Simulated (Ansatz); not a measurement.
# (110) slab of rocksalt CaS, 21.9 Å thick as cut, bare faces

Ansatz, PAW, plane waves, no spin–orbit coupling unless named; atoms relaxed with PBEsol, the curve by HSE06. The curve holds the local part of the PAW potentials, so its shape inside matter depends on the files.

```xyz
24
Lattice="2.8166 -2.8166 0.0000 0.0000 0.0000 5.6332 -24.6837 -24.6837 0.0000" Properties=species:S:1:pos:R:3 pbc="T T T"
S   -18.6792  -21.4983    0.0037
S   -13.0473  -15.8660    0.0034
S    -7.4138  -10.2327    0.0019
S   -15.8643  -18.6832    0.0040
S   -10.2302  -13.0491    0.0023
S    -4.5903   -7.4094    0.0014
S   -15.8611  -15.8632    2.8204
S   -10.2280  -10.2299    2.8187
S    -4.5962   -4.5979    2.8178
S   -18.6845  -18.6863    2.8204
S   -13.0447  -13.0470    2.8194
S    -7.4106   -7.4130    2.8181
Ca  -15.8758  -15.8779    0.0043
Ca  -10.2355  -10.2376    0.0023
Ca   -4.7177   -4.7202    0.0019
Ca  -18.7458  -18.7480    0.0039
Ca  -13.0500  -13.0521    0.0033
Ca   -7.4398   -7.4420    0.0021
Ca  -18.5574  -21.3757    2.8202
Ca  -13.0392  -15.8583    2.8206
Ca   -7.3993  -10.2179    2.8187
Ca  -15.8354  -18.6537    2.8209
Ca  -10.2254  -13.0436    2.8193
Ca   -4.5296   -7.3481    2.8185
```

Planar mean of the electrostatic potential energy along the normal, from the vacuum level:

```csv
z (Å),v (eV)
0.00,0.00
0.29,0.00
0.73,0.00
1.02,0.00
1.31,0.00
1.75,0.00
2.04,0.00
2.33,0.00
2.76,0.00
3.05,0.00
3.35,-0.01
3.78,-0.02
4.07,-0.04
4.36,-0.09
4.65,-0.19
5.09,-0.58
5.38,-1.25
5.67,-2.75
6.11,-7.75
6.40,-10.46
6.69,-11.21
7.13,-7.73
7.42,-5.16
7.71,-5.76
8.15,-10.38
8.44,-11.41
8.73,-10.07
9.16,-5.22
9.45,-3.57
9.75,-4.82
10.18,-9.81
10.47,-11.33
10.76,-10.48
11.20,-5.68
11.49,-4.14
11.78,-5.81
12.22,-10.56
12.51,-11.36
12.80,-9.80
13.09,-6.43
13.53,-3.93
13.82,-6.06
14.11,-9.51
14.55,-11.31
14.84,-9.54
15.13,-6.09
15.56,-4.18
15.85,-6.72
16.14,-10.03
16.58,-11.16
16.87,-8.97
17.16,-5.50
17.60,-4.31
17.89,-7.19
18.18,-10.32
18.62,-11.01
18.91,-8.55
19.20,-5.15
19.64,-4.68
19.93,-7.85
20.22,-10.70
20.65,-10.70
20.94,-7.88
21.24,-4.65
21.67,-4.86
21.96,-8.20
22.25,-10.85
22.54,-11.27
22.98,-7.58
23.27,-4.60
23.56,-4.50
24.00,-9.12
24.29,-11.20
24.58,-10.86
25.02,-6.48
25.31,-3.83
25.60,-4.01
26.04,-8.63
26.33,-11.00
26.62,-11.22
27.05,-7.27
27.34,-5.01
27.64,-6.12
28.07,-10.62
28.36,-11.13
28.65,-9.33
29.09,-4.18
29.38,-1.85
29.67,-0.86
30.11,-0.27
30.40,-0.13
30.69,-0.06
30.98,-0.03
31.42,-0.01
31.71,0.00
32.00,0.00
32.44,0.00
32.73,0.00
33.02,0.00
33.45,0.00
33.74,0.00
34.04,0.00
34.47,0.00
34.76,0.00
```

(1) How far below the vacuum level do the top filled and the lowest empty level lie, by each functional?

## Answers

(1) PBEsol: 4.45 and 2.64 eV (gap 1.80 eV, a 6×4×1 mesh); HSE06: 5.00 and 2.07 eV (gap 2.93 eV, a 4×3×1 mesh). Either level can be a surface state and not a band edge of the crystal.
